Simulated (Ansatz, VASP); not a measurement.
# SnO2 (Cassiterite): VASP beside Ansatz

Aim: how closely do two programs agree when they are given the same cell, functional and k mesh? The cell is taken from a series of VASP runs on this material, whose earlier steps may have relaxed, scaled or displaced it; both programs get it as it stands.

Calculated with Ansatz 0.2.0; plane waves, with VASP 6.6.1 beside it; relaxation of cell and atoms at PBE and relaxation of cell and atoms at PBEsol with D3(BJ).

## (1) The structure

Symmetry: P4_2/mnm, No. 136, tetragonal system. The conventional cell has a = 4.831 Å, b = 4.831 Å, c = 3.243 Å, α = 90.00°, β = 90.00°, γ = 90.00°. Sn has 6 O at 2.09 Å nearest. Nearest to O lie 3 Sn at 2.09 Å. Farther neighbours and most contacts between anions are not listed.

Structure file:

```cif
data_structure
_symmetry_space_group_name_H-M 'P4_2/mnm'
_symmetry_Int_Tables_number 136
_cell_length_a 4.8309
_cell_length_b 4.8309
_cell_length_c 3.2429
_cell_angle_alpha 90.000
_cell_angle_beta 90.000
_cell_angle_gamma 90.000
_cell_volume 75.68
loop_
_atom_site_label
_atom_site_type_symbol
_atom_site_symmetry_multiplicity
_atom_site_Wyckoff_symbol
_atom_site_fract_x
_atom_site_fract_y
_atom_site_fract_z
_atom_site_occupancy
Sn1 Sn 2 a 0.50000 0.50000 0.50000 1
O1 O 4 f 0.80658 0.19342 0.50000 1
```

## (2) Ansatz: relaxation of cell and atoms, PBE

Ansatz runs on its default PAW (the set named soft_2) files.

The relaxed volume is the usual yardstick between codes: its relative difference is about their pressure difference at one cell divided by the bulk modulus.

input.yaml

```yaml
crystal:
  lattice:
    - [4.8308993555, 0.0, 0.0]
    - [0.0, 4.8308993555, 0.0]
    - [0.0, 0.0, 3.2429492743]
  atoms:
    - { symbol: Sn, position: [0.5, 0.5, 0.5] }
    - { symbol: Sn, position: [0.0, 0.0, 0.0] }
    - { symbol: O, position: [0.806584469, 0.193415531, 0.5] }
    - { symbol: O, position: [0.693415531, 0.693415531, 0.0] }
    - { symbol: O, position: [0.193415531, 0.806584469, 0.5] }
    - { symbol: O, position: [0.306584469, 0.306584469, 0.0] }
hamiltonian:
  xc: pbe
  pseudopotentials: { kind: paw }
kpoints:
  mp_grid: { grid: [6, 6, 6] }
scf:
  occupations: { method: gaussian, width: 0.03 }
relax:
  f_tol: 0.01
  max_steps: 60
  cell: { stress_tol: 0.05 }
output:
  forces: true
  stress: true
```

The run is started by

```bash
$ ansatz run input.yaml --threads 4 --pin off --max-ram 9216MiB --backend cpu --events-out ev --progress --plain --runs-dir out
```

Numbers of over 12 decimals in the logs are rounded to 6 here.

The program printed:

```text
Engine: ansatz 0.2.0, aarch64-unknown-linux-gnu
Pseudopotentials: kind: paw
Pseudopotential: Sn, paw, valence charge 14, recommended cutoff 420 eV (normal), Sn.paw.azcp
Pseudopotential: O, paw, valence charge 6, recommended cutoff 420 eV (normal), O.paw.azcp
Functional definition: PBE
  parameter kappa = 0.804
  parameter beta = 0.066725
  exchange = pbe_x(kappa = kappa, mu = beta*pi^2/3)
  correlation = pbe_c(beta = beta)
Crystal: 6 atoms, lattice volume = 75.683 Å³
Basis set: ecut = 420 eV, 1495 PW (Γ), exchange–correlation on 72×72×48 points (8 copies of the dense FFT grid, shifted against one another)
Bands: 32, of which v1, the nominal top of the filled ones, is band 26 counted from 1 (25 counted from 0)
Symmetry: 16 space group operations
Space group: P42/mnm (ITA 136), of the structure as read, at distance tolerance 4.2e-5 Å
k-points: 40 of 216
Non-local potential: Sn, projectors of the file, l = 0: 2, l = 1: 2, l = 2: 2, l = 3: 2
Non-local potential: O, projectors of the file, l = 0: 2, l = 1: 2, l = 2: 1
PAW form: soft (Blöchl's): semilocal exchange-correlation on the pseudo side does not see the compensation charge
PAW one-centre angular grid: Sn, 590 points (default); XC on 64 Gauss nodes
PAW one-centre angular grid: O, 110 points (default); XC on 64 Gauss nodes
Initial density: superposition of atomic densities (neutral atoms: chi_scale 0, normalization atom), corrected by the library's trained network
Initial wavefunctions: pseudopotential atomic-orbital guess
Functional: x = pbe(κ = 0.804, μ = 0.219515), c = pbe(β = 0.066725)
SCF iter   1: F=—  HF=-14317.966417 eV  |F-HF|=—  |Δ(HF+E_count)|=         —  Δρ=1.30e-3  dr2=5.67e-4  ethr=1.77e-3  ⟨swp⟩=6.1  Hψ=5669  notcnv=0  defer=1
preconditioner: auto → Resta (q_TF=auto, 2.563 Å⁻¹)  ε∞=3.6  [insulator: Δε(μ)=0.648 eV  Ē_g=19.231 eV  σ=0.030 eV  W_gap=1.00  n_scr=18 (ndim 8)  ℏωp=30.8 eV  f_vac=0.037  D(μ)=0.00/eV (n_scr^D=0)  ε∞_Penn≈3.6]
SCF iter   2: F=—  HF=-14317.968224 eV  |F-HF|=—  |Δ(HF+E_count)|=   1.81e-3  Δρ=6.22e-4  dr2=1.13e-4  ethr=1.09e-6  ⟨swp⟩=2.3  Hψ=2669  notcnv=0  defer=14
SCF iter   3: F=—  HF=-14317.968492 eV  |F-HF|=—  |Δ(HF+E_count)|=   2.68e-4  Δρ=2.53e-4  dr2=3.07e-5  ethr=2.17e-7  ⟨swp⟩=3.0  Hψ=2378  notcnv=0  defer=14
SCF iter   4: F=—  HF=-14317.968473 eV  |F-HF|=—  |Δ(HF+E_count)|=   1.89e-5  Δρ=4.15e-5  dr2=1.11e-6  ethr=5.90e-8  ⟨swp⟩=2.0  Hψ=1729  notcnv=0  defer=14
iter 5 did not close the SCF: its close was put off for the readings that it lacked (scf_convergence_deferred on its scf_iter line)
SCF iter   5: F=-14317.968475 eV  HF=-14317.968475 eV  |F-HF|=1.27e-7  |Δ(HF+E_count)|=   1.75e-6  Δρ=1.34e-5  dr2=8.19e-8  ethr=2.13e-9  ⟨swp⟩=2.1  Hψ=1957  notcnv=0  defer=14
SCF iter   6: F=-14317.968475 eV  HF=-14317.968475 eV  |F-HF|=4.69e-9  |Δ(HF+E_count)|=   1.46e-7  Δρ=3.75e-6  dr2=6.50e-9  ethr=1.58e-10  ⟨swp⟩=2.6  Hψ=4354  notcnv=0
SCF 1 converged in 6 iterations: F = -14317.968475 eV  dr2 = 6.50e-9
  greatest PAW one-centre occupation: 0.996 electrons in one spin orbital (limit 2), on the Sn atom at site 0 (counted from 0), in its partial waves of l = 2
relax step   1: F+E_penalty+E_count = -14317.96847496 eV  Δ(F+E_penalty+E_count) = +0.000e0 eV  max|allowed force component| = 7.723e-3 eV/Å  Δτ_max = 0.0000 Å  P = -0.549 GPa  Ω = 75.683 Å³  (6 SCF iters, dr2 threshold 1.00e-7 eV, accepted)
[...]
relax step   2: F+E_penalty+E_count = -14317.96992458 eV  Δ(F+E_penalty+E_count) = -1.450e-3 eV  max|allowed force component| = 5.850e-3 eV/Å  Δτ_max = 0.0004 Å  P = -0.002 GPa  Ω = 75.471 Å³  energy of the carried Pulay correction = +1.062e-3 eV  (4 SCF iters, dr2 threshold 6.00e-7 eV, accepted)
[...]
relax step   3: F+E_penalty+E_count = -14317.96889715 eV  Δ(F+E_penalty+E_count) = +1.027e-3 eV  max|allowed force component| = 5.817e-3 eV/Å  Δτ_max = 0.0000 Å  P = -0.024 GPa  Ω = 75.471 Å³  stress off target by 2.87e-2 GPa  SCF on the basis re-selected at this cell (its energy is not comparable with the rows above)  (5 SCF iters)
basis re-selected at this cell: Δ(F+E_penalty+E_count) = +1.027e-3 eV, ΔP = -0.022 GPa vs the last step (what re-selecting the basis moved, of the pressure what is left beyond the Pulay correction that the steps carried, after the strain that the cell walked since its last selection, with what the two solves' SCF thresholds leave and, on support functions, any second-order correction that the steps lacked; it is no m [...]
SCF converged after 5 iterations
Free energy (F): -14317.968897 eV
Harris-Foulkes:  -14317.968897 eV  (|F-HF|=2.91e-11)
Internal energy: -14317.968897 eV  (E = F + TS)
E sigma→0 (E₀):  -14317.968897 eV
Fermi energy:    9.079758 eV
--- Per-component energies (eV) ---
  E_band       = -154.809553
  E_kinetic    = 1077.970625
  E_local      = -2963.688950  (includes V_loc(G=0)·N_el)
  E_nonlocal   = 133.836588
  E_hartree    = 1523.979394
  E_xc         = -1053.232333
  E_vxc        = -561.644427  (∫ρ·V_xc dr)
  E_paw        = -8928.352278  (= ΣΔE_a)
  E_vpaw       = -889.252028  (= ΣTr[D̂ρ^β])
  E_aug_tail   = 0.009864  (compensation charges beyond the density's cutoff)
  E_ewald      = -4108.491806
  E_smearing   = -0.000000  (= −TS)
  E_closure    = 0.000000  (closes the sum)
  Σ components = -14317.968897   (vs F -14317.968897, Δ=0.00e0)
--- Forces (eV/Å), atoms counted from 1 ---
  atom   1  Sn     0.00000000     0.00000000     0.00000000
  atom   2  Sn     0.00000000    -0.00000000     0.00000000
  atom   3  O      0.00581744    -0.00581744     0.00000000
  atom   4  O     -0.00581744    -0.00581744     0.00000000
  atom   5  O     -0.00581744     0.00581744     0.00000000
  atom   6  O      0.00581744     0.00581744     0.00000000
  max |Σ_I F_I| component: 1.73e-18 eV/Å
--- Stress (GPa, compression-positive) ---
       -0.028674       0.000000       0.000000
        0.000000      -0.028674       0.000000
        0.000000       0.000000      -0.014886
  P = ⅓ Tr σ = -0.0241 GPa (-0.241 kbar)
--- Relaxed structure (2 steps of the walk, 2 accepted, 1 SCFs on fresh bases) ---
  F+E_penalty+E_count = -14317.96889715 eV   max|allowed force component| = 5.817e-3 eV/Å   (the final SCF, on the basis selected at the relaxed cell)
  cell:  # Å, volume = 75.4706 Å³
    - [4.827803, 0.0, 0.0]
    - [0.0, 4.827803, 0.0]
    - [0.0, 0.0, 3.238014]
  atoms:
    - { symbol: Sn, position: [0.5, 0.5, 0.5] }
    - { symbol: Sn, position: [0, 0, 0.0] }
    - { symbol: O, position: [0.806521, 0.193479, 0.5] }
    - { symbol: O, position: [0.693479, 0.693479, 0.0] }
    - { symbol: O, position: [0.193479, 0.806521, 0.5] }
    - { symbol: O, position: [0.306521, 0.306521, 0.0] }
```

It took 4 s on 4 threads of Arm Neoverse V1, shared host; peak memory 0.42 GiB.

## (3) VASP: relaxation of cell and atoms, PBE

The same cell, functional, mesh and smearing now go to VASP, with its own data sets and cutoff.

Lines of VASP's logs that name or quote its potential files are left out, and so is its time.

INCAR

```
SYSTEM = SnO2
PREC = Accurate
ENCUT = 520
EDIFF = 1E-06
NELM = 100
ISMEAR = 0
SIGMA = 0.03
LREAL = .FALSE.
ALGO = Normal
GGA = PE
NBANDS = 32
LORBIT = 11
LWAVE = .FALSE.
LCHARG = .FALSE.
KPAR = 8
IBRION = 2
NSW = 50
ISIF = 3
EDIFFG = -0.006
```

POSCAR

```
SnO2
1.0
    4.8308993555      0.0000000000      0.0000000000
    0.0000000000      4.8308993555      0.0000000000
    0.0000000000      0.0000000000      3.2429492743
Sn O
2 4
Direct
    0.5000000000      0.5000000000      0.5000000000
    0.0000000000      0.0000000000      0.0000000000
    0.8065844690      0.1934155310      0.5000000000
    0.6934155310      0.6934155310      0.0000000000
    0.1934155310      0.8065844690      0.5000000000
    0.3065844690      0.3065844690      0.0000000000
```

KPOINTS

```
Automatic mesh
0
Gamma
6 6 6
0 0 0
```

The projector-augmented-wave data sets are Sn_d and O (PBE family, release 64).

The run is started by

```bash
$ mpirun -np 8 vasp_std
```

The program printed:

```text
[banner, memory and clock lines left out]
running    8 mpi-ranks, on    1 nodes
 distrk:  each k-point on    1 cores,    8 groups
 distr:  one band on    1 cores,    1 groups

 POSCAR found type information on POSCAR SnO
 POSCAR found :  2 types and       6 ions
|                                                                             |
|           W    W    AA    RRRRR   N    N  II  N    N   GGGG   !!!           |
|           W    W   A  A   R    R  NN   N  II  NN   N  G    G  !!!           |
|           W    W  A    A  R    R  N N  N  II  N N  N  G       !!!           |
|           W WW W  AAAAAA  RRRRR   N  N N  II  N  N N  G  GGG   !            |
|           WW  WW  A    A  R   R   N   NN  II  N   NN  G    G                |
|           W    W  A    A  R    R  N    N  II  N    N   GGGG   !!!           |
|                                                                             |
|     For optimal performance we recommend to set                             |
|       NCORE = 2 up to number-of-cores-per-socket                            |
|     NCORE specifies how many cores store one orbital (NPAR=cpu/NCORE).      |
|     This setting can greatly improve the performance of VASP for DFT.       |
|     The default, NCORE=1 might be grossly inefficient on modern             |
|     multi-core architectures or massively parallel machines. Do your        |
|     Unfortunately you need to use the default for GW and RPA                |
|     calculations (for HF NCORE is supported but not extensively tested      |
|     yet).                                                                   |
|                                                                             |

 LDA part: xc-table for (Slater+PW92), standard interpolation
 POSCAR, INCAR and KPOINTS ok, starting setup
 FFT: planning ... GRIDC
 FFT: planning ... GRID_SOFT
 FFT: planning ... GRID
 WAVECAR not read
 entering main loop
       N       E                     dE             d eps       ncg     rms          rms(c)
DAV:   1     0.630813773910E+03    0.63081E+03   -0.26177E+04  2832   0.248E+03
DAV:   2     0.516375840754E+02   -0.57918E+03   -0.55417E+03  2872   0.660E+02
DAV:   3    -0.388463196280E+02   -0.90484E+02   -0.89335E+02  2944   0.218E+02
DAV:   4    -0.433075663212E+02   -0.44612E+01   -0.44429E+01  3128   0.534E+01
DAV:   5    -0.434413602008E+02   -0.13379E+00   -0.13372E+00  3168   0.940E+00    0.156E+01
DAV:   6    -0.372307906484E+02    0.62106E+01   -0.23150E+01  4128   0.699E+01    0.579E+00
DAV:   7    -0.373364037434E+02   -0.10561E+00   -0.20550E+00  2928   0.834E+00    0.320E+00
DAV:   8    -0.373159678361E+02    0.20436E-01   -0.26988E-01  3832   0.472E+00    0.750E-01
DAV:   9    -0.373034613876E+02    0.12506E-01   -0.65122E-02  4088   0.347E+00    0.131E-01
DAV:  10    -0.373042798438E+02   -0.81846E-03   -0.50395E-03  3536   0.649E-01    0.436E-02
DAV:  11    -0.373043578571E+02   -0.78013E-04   -0.25203E-04  4064   0.164E-01    0.206E-02
DAV:  12    -0.373043613720E+02   -0.35149E-05   -0.22446E-05  3216   0.311E-02    0.155E-02
DAV:  13    -0.373043571278E+02    0.42442E-05   -0.15506E-05  3264   0.522E-02    0.271E-03
DAV:  14    -0.373043575203E+02   -0.39250E-06   -0.92112E-07  1944   0.901E-03
   1 F= -.37304358E+02 E0= -.37304358E+02  d E =-.373044E+02
 curvature:   0.00 expect dE= 0.000E+00 dE for cont linesearch  0.000E+00
 trial: gam= 0.00000 g(F)=  0.219E-05 g(S)=  0.182E-05 ort = 0.000E+00 (trialstep = 0.100E+01)
 search vector abs. value=  0.400E-05
 reached required accuracy - stopping structural energy minimisation
```

From OUTCAR (step 3):

```text
ion  position               nearest neighbor table
   1  0.500  0.500  0.500-   4 2.09   6 2.09   4 2.09   6 2.09   5 2.09   3 2.09
   2  0.000  0.000  0.000-   3 2.09   5 2.09   3 2.09   5 2.09   4 2.09   6 2.09
   3  0.807  0.193  0.500-   2 2.09   2 2.09   1 2.09
   4  0.693  0.693  0.000-   1 2.09   1 2.09   2 2.09
   5  0.193  0.807  0.500-   2 2.09   2 2.09   1 2.09
   6  0.307  0.307  0.000-   1 2.09   1 2.09   2 2.09

  LATTYP: Found a simple tetragonal cell.
 ALAT       =     4.8308993555
 C/A-ratio  =     0.6712930731

 Subroutine GETGRP returns: Found 16 space group operations
 (whereof  8 operations were pure point group operations)

The static configuration has the point symmetry D_2h.
 The point group associated with its full space group is D_4h.

 Found     40 irreducible k-points:

   k-points           NKPTS =     40   k-points in BZ     NKDIM =     40   number of bands    NBANDS=     32

   dimension x,y,z NGX =    36 NGY =   36 NGZ =   24
   dimension x,y,z NGXF=    72 NGYF=   72 NGZF=   48

   ENCUT  =  520.0 eV  38.22 Ry    6.18 a.u.   8.98  8.98  6.03*2*pi/ulx,y,z

   NELECT =      52.0000    total number of electrons

 k-points in reciprocal lattice and weights: Automatic mesh
   0.00000000  0.00000000  0.00000000       0.005
   0.16666667  0.00000000  0.00000000       0.019
   0.33333333  0.00000000  0.00000000       0.019
   0.50000000  0.00000000  0.00000000       0.009
   0.16666667  0.16666667  0.00000000       0.019
   0.33333333  0.16666667  0.00000000       0.037
   0.50000000  0.16666667  0.00000000       0.019
   0.33333333  0.33333333  0.00000000       0.019
   0.50000000  0.33333333  0.00000000       0.019
[...]
0.50000000  0.33333333  0.50000000       0.019
   0.50000000  0.50000000  0.50000000       0.005

 average (electrostatic) potential at core
       1-100.1446       2-100.1446       3 -68.4608       4 -68.4608       5 -68.4608
       6 -68.4608

 E-fermi :   5.6737

 k-point     1 :       0.0000    0.0000    0.0000
  band No.  band energies     occupation
    ...
     22       4.2354      2.00000
     23       4.2354      2.00000
     24       4.7662      2.00000
     25       4.7662      2.00000
     26       5.5094      2.00000
     27       6.1317      0.00000
     28      11.1487      0.00000
     29      11.5374      0.00000
     30      11.5374      0.00000
     31      15.5810      0.00000
    ...

 k-point     2 :       0.1667    0.0000    0.0000
  band No.  band energies     occupation
    ...
     22       4.1851      2.00000
     23       4.2436      2.00000
     24       4.2628      2.00000
     25       4.7820      2.00000
     26       5.3789      2.00000
     27       6.8783      0.00000
     28      10.8989      0.00000
     29      11.6620      0.00000
     30      11.7746      0.00000
     31      15.8262      0.00000
    ...

 k-point     3 :       0.3333    0.0000    0.0000
  band No.  band energies     occupation
    ...
     22       3.8741      2.00000
     23       4.2642      2.00000
     24       4.2897      2.00000
     25       4.8245      2.00000
     26       5.0938      2.00000
     27       8.1238      0.00000
     28      10.3057      0.00000
     29      12.0027      0.00000
     30      12.1469      0.00000
     31      15.9023      0.00000
    ...

  Total        0.0101931      0.0101931      0.0042983     -0.0000000      0.0000000      0.0000000
  in kB        0.2157837      0.2157837      0.0909938     -0.0000000      0.0000000      0.0000000
  external PRESSURE =       0.1741871 kB  Pullay stress =       0.0000000 kB

  energy-cutoff  :      520.00
  volume of cell :       75.68
      direct lattice vectors                 reciprocal lattice vectors
     4.830899355  0.000000000  0.000000000     0.207000794  0.000000000  0.000000000
     0.000000000  4.830899355  0.000000000     0.000000000  0.207000794  0.000000000
     0.000000000  0.000000000  3.242949274     0.000000000  0.000000000  0.308361283

 POSITION                                       TOTAL-FORCE (eV/Angst)
 -----------------------------------------------------------------------------------
      2.41545      2.41545      1.62147         0.000000      0.000000     -0.000000
      0.00000      0.00000      0.00000         0.000000      0.000000     -0.000000
      3.89653      0.93437      1.62147        -0.002380      0.002380     -0.000000
      3.34982      3.34982      0.00000         0.002380      0.002380     -0.000000
      0.93437      3.89653      1.62147         0.002380     -0.002380      0.000000
      1.48108      1.48108      0.00000        -0.002380     -0.002380      0.000000
 -----------------------------------------------------------------------------------
    total drift:                               -0.000000      0.000000      0.000000

  FREE ENERGIE OF THE ION-ELECTRON SYSTEM (eV)
  ---------------------------------------------------
  free  energy   TOTEN  =       -37.3043575203 eV

  energy  without entropy=      -37.3043575203  energy(sigma->0) =      -37.30435752

 reached required accuracy - stopping structural energy minimisation

 total charge
# of ion       s       p       d       tot
------------------------------------------
    1        0.880   1.022  10.326  12.229
    2        0.880   1.022  10.326  12.229
    3        1.561   3.479   0.000   5.040
    4        1.561   3.479   0.000   5.040
    5        1.561   3.479   0.000   5.040
    6        1.561   3.479   0.000   5.040
--------------------------------------------------
tot          8.003  15.962  20.652  44.617

[... 3 further parts left out ...]
```

## (4) Differences

Known differences besides the potentials themselves: both relaxations stop at a tolerance, which leaves soft axes loose, and VASP keeps its plane-wave basis; the cutoff is 420 eV in Ansatz and 520 eV in VASP; VASP leaves aspherical gradient terms in its spheres out (LASPH is not set), Ansatz keeps them; Ansatz adds a Pulay correction to the stress that steers its cell, VASP none. Total energies have different zeros and are not compared.

Compared:

```tsv
quantity	Ansatz	VASP	difference
volume (Å³)	75.47	75.68	-0.28 %
edge a after relaxation, in the typed setting (Å)	4.828	4.831	-0.06 %
edge c after relaxation, in the typed setting (Å)	3.238	3.243	-0.15 %
```

The walks stopped with -0.02 GPa left in Ansatz and 0.02 GPa in VASP; each walk ends within a tolerance, so the volume difference is uncertain by about these residues over the bulk modulus, most in soft cells.

(Part 1 of 2 ends here.)

[Lines on the potential files, build, host, timing and source positions are cut from VASP's logs without a mark.]

[Logs are printed without paths, hosts, clocks, repeated set-up lines and the standing remarks that a program may print on its own settings, such as how far it seeks lower states.]

[Hosts, paths, dates, database ids (printed as entryN), source tags and the programs' standing remarks are cut or masked in the printed files.]
